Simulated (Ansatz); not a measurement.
## Point defect: Pb vacancy in Pb

Theory: Ansatz 0.2.0, DFT PBE, scalar-relativistic, plane waves, PAW. Run with 420 eV cutoff, 2×2×2 k-mesh, Gaussian smearing of 0.10 eV, no spin polarisation.

Host crystal, relaxed:

```xyz
1
Lattice="0.0000 2.5195 2.5195 2.5195 0.0000 2.5195 2.5195 2.5195 0.0000" Properties=species:S:1:pos:R:3 pbc="T T T"
Pb    0.0000    0.0000    0.0000
```

Supercell of 62 atoms, rows in host cell vectors: 2 3 -2; 3 -3 -2; -3 2 -2. Atoms relax at the host's cell, keeping the symmetry that the supercell leaves at the site. The cell is small, so energies carry finite-size errors of tenths of an eV. The host is a metal. Atoms are taken from and returned to the elements' standard states.

Spin-orbit coupling is left out, which matters for the bands and energies of heavy elements.

Defect: Pb vacancy at (0.000, 0.000, 0.000) of the host cell.

(1) What is the formation energy of the neutral defect?

(2) Does the neutral defect carry a moment, and how do its surroundings relax?

Answers

(1) 0.44 eV.

(2) The neutral run had no spin polarisation, so a moment wasn't tested. The nearest neighbours before are 12 Pb at 3.56 Å; after relaxation the atoms near the site are 6 Pb at 3.49 Å, 6 Pb at 3.53 Å; the largest move is 0.08 Å.

Cost: 2 runs of about 37 core-minutes in all, on Intel Xeon Processor @ 2.70GHz (shared hosts).